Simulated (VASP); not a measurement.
## CoO in VASP: the effect of strain

The system is CoO.

```xyz
2
Lattice="2.4677 0.0000 0.0000 0.0000 2.5705 0.0000 0.0000 0.0000 2.5705" Properties=species:S:1:pos:R:3 pbc="T T T"
Co    0.0000    0.0000    0.0000
O     1.2339    1.2853    1.2853
```

Measurements of this composition are mostly on another form, of space group No. 225.

The cell isn't the ideal one: strain = -0.04.

Alike in all runs:

| Property | Result |
| --- | --- |
| Program | VASP 6.6.1 |
| Task | relaxation of the atoms |
| Functional | PBE |
| Potentials or basis | VASP PAW PBE potentials, release 64 (Co, O) |
| Cutoff | 520 eV |
| k mesh | 7 × 7 × 7 |
| Occupations | fermi-dirac, width 0.05 eV |
| Spin | collinear spin, ferromagnetic start |
| Starting moments | [2.0, 0.0] μB |
| Strain kind | uniaxial_x |
| Further INCAR settings | ALGO = Normal; EDIFF = 1e-06; IBRION = 2; EDIFFG = -0.01; NSW = 60 |

Each run relaxes the cell or the atoms first.

```tsv
strain	pressure (GPa)
-0.04	22.4
-0.02	16.4
-0.01	13.7
0	11.1
0.01	8.6
0.02	6.3
0.04	?
```

Task: What does the run with strain 0.04 give?

Result: Pressure 2.4 GPa.

Worked out: A parabola through the other rows of the pressure, of slope -194 GPa per unit of strain there, extrapolates to 2.1 GPa, against the run's 2.4.

Caveats: some runs use coarse meshes; the relaxation stopped at its first step, so nothing moved; a cell with one magnetic atom can't hold antiferromagnetic order, which such compounds often take.
